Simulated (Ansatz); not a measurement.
**Mn (hcp)**

Level of theory: DFT, PBE, scalar-relativistic, collinear spin; plane waves to 420 eV with PAW datasets (Ansatz 0.2.0), 20×20×10 k-mesh, Gaussian smearing of 0.05 eV. The datasets are Ansatz's generated set soft_2.

```
CELL_PARAMETERS angstrom
2.48143 0.00000 0.00000
-1.24071 2.14898 0.00000
0.00000 0.00000 4.01353
ATOMIC_POSITIONS crystal
Mn 0.33333 0.66667 0.75000
Mn 0.66667 0.33333 0.25000
```

At room temperature and ambient pressure Mn takes another structure.

Magnetic state: non-magnetic, site spin moments none.

The cell is relaxed to zero pressure at this level.

Path: Γ–M–K–Γ–A–L–H–A | L–M | H–K, with Γ = (0.000, 0.000, 0.000), M = (0.500, 0.000, 0.000), K = (0.333, 0.333, 0.000), A = (0.000, 0.000, 0.500), L = (0.500, 0.000, 0.500), H = (0.333, 0.333, 0.500) in reciprocal vectors of the calculation's cell.

Bands as a text map, energy in eV from the Fermi level (dashes), each leg drawn with the same width, + spin up, o spin down, # both:
```
  3.71 |       ##                                                ##        
  3.43 |                                    #              #    #          
  3.14 |                #                  #              #    #           
  2.86 |                    #             #                #  #            
  2.57 | #    #                          #           #                     
  2.29 |                                                    ##             
  2.00 |    ######       #              #  ##       # #   #########        
  1.71 |####  ###################      #  #  ####### #      #  ########  ##
  1.43 |     #     ####          ###  # ##            ###    ##        ####
  1.14 |     #         # #         #####               ### # #         #   
  0.86 |    #           # #       #        ###            #   #       #    
  0.57 |#   #                ##  #        #   #            ##        #     
  0.29 |   #             ##    ##        ###   ##         ##   #    #      
  0.00 |####---------##---######--------#---#----#####-----##------########
 -0.29 | ###   ######  #  ###   #      # #   #        #     ### ###        
 -0.57 |##### #         ## ######     #                #     # ##          
 -0.86 |##########      #######  ### #  #     #         #     ## ##        
 -1.14 | ##   #######  # #     #########       #       ###      ###        
 -1.43 |       ## #######  ##     ###           #   # #  #       ##   #####
 -1.71 |  #   #  ##        #         #           ### #  #          ###     
 -2.00 |   ###     #                  #             #  #        #          
 -2.29 |            #     #            ##      ##  # ##        #           
 -2.57 |             ##  #               ######  #        #####     #######
 -2.86 |    #        #####                        #        ####    ########
 -3.14 |            #  # #                       #             #     ##    
 -3.43 |    ##    ####### #                     #  #            #      ####
 -3.71 |   # #######    #  #                   #    #            ##        
 -4.00 |  #   ####                            #      #      #######        
        Γ      M      K      Γ      A      L      H      AL       MH      K
```

(1) By these bands, is it a metal or an insulator, and if it has a gap, where are the band edges on this path?

Answer:

(1) A metal: bands cross the Fermi level.
